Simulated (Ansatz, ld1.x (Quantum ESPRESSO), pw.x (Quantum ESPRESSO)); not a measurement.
# What a changed setting does to a pw.x run (fcc Hf)

Potential: norm-conserving Troullier–Martins (Kleinman–Bylander form), ld1.x (Quantum ESPRESSO) 7.5, PBE; core [Xe] 4f14, reference 5d3 6s1 6p0; waves: 6p (bound, empty): rc 4.20 bohr; 5d (bound): rc 2.90 bohr; 6s (bound): rc 2.50 bohr; local part: the s channel; core correction: Bessel-smoothed model core inside 1.70 bohr.

The reference run (k-mesh 13³, cutoffs 50/200 Ry, Fermi–Dirac 0.01 Ry, mixing_beta 0.4, conv_thr 1e-9, no spin) gives -0.15 GPa at 22.681 Å³/atom, where all-electron LAPW gives -0.23 GPa. This run, with its own iteration cap, changes smearing to box, a wrong or extreme entry chosen on purpose.

```
&control
  calculation='scf', prefix='x', pseudo_dir='./', outdir='./tmp', tstress=.true., disk_io='none'
/
&system
  ibrav=0, nat=1, ntyp=1, ecutwfc=50, ecutrho=200, nbnd=9,
  occupations='smearing', smearing='box', degauss=0.01
/
&electrons
  conv_thr=1e-09, mixing_beta=0.4, electron_maxstep=70
/
ATOMIC_SPECIES
Hf 1.0 Hf.UPF
CELL_PARAMETERS angstrom
  0.00000000 2.24669474 2.24669474
  2.24669474 0.00000000 2.24669474
  2.24669474 2.24669474 0.00000000
ATOMIC_POSITIONS crystal
Hf 0.0000 0.0000 0.0000
K_POINTS automatic
13 13 13 0 0 0
```

```bash
pw.x < Hf.scf.in > Hf.scf.out
```

Question: How does the run end?

Answer: It stops with "set_occupations: smearing box unknown".

```
Error in routine  set_occupations (1):
      smearing box unknown
```
